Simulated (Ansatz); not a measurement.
C:

```
C
1.0
     2.61972    0.00000    0.00000
     0.00000    2.61972    0.00000
     0.00000    0.00000    2.61972
C
3
Direct
  0.00000 0.50000 0.50000
  0.50000 0.00000 0.50000
  0.50000 0.50000 0.00000
```

The cell was built by a generator and needn't be a form met in nature.

- Program: Ansatz 0.2.0
- Task: relaxation of cell and atoms
- Functional: RPBE
- Potentials or basis: Ansatz PAW
- Cutoff: 420 eV (not typed: the program's choice for these potentials)
- k mesh: 10 × 10 × 10
- Occupations: fermi-dirac, width 0.05 eV
- Spin: no spin polarisation

At the start: volume 5.99 Å³/atom.

Where does the relaxation end?

It ends after 7 steps and the volume is 6.27 Å³/atom (+4.7 %); space group Pm-3m (No. 221, to 0.05 Å).

The path:
```
step  energy change (eV)  largest force (eV/Å)  volume (Å³)
   1              0.0000                0.0000        17.98
   2             -0.0093                0.0000        18.22
   3             -0.0170                0.0000        18.74
   4             -0.0167                0.0000        18.81
   5             -0.0213                0.0000        18.81
   6             -0.0212                0.0000        18.82
   7             -0.0212                0.0000        18.82
```

Final structure:
```
C
1.0
     2.66002    0.00000    0.00000
     0.00000    2.66002    0.00000
     0.00000    0.00000    2.66002
C
3
Direct
  0.00000 0.50000 0.50000
  0.50000 0.00000 0.50000
  0.50000 0.50000 0.00000
```

Caveat: the plane-wave basis is chosen anew once the cell has moved, so the energies of steps on either side of that aren't comparable; the pressure holds a Pulay correction of +0.6 GPa for the finite cutoff; the PAW data sets come from PBE, with cores solved anew for the run's functional, which leaves a small shift of forces and pressure.
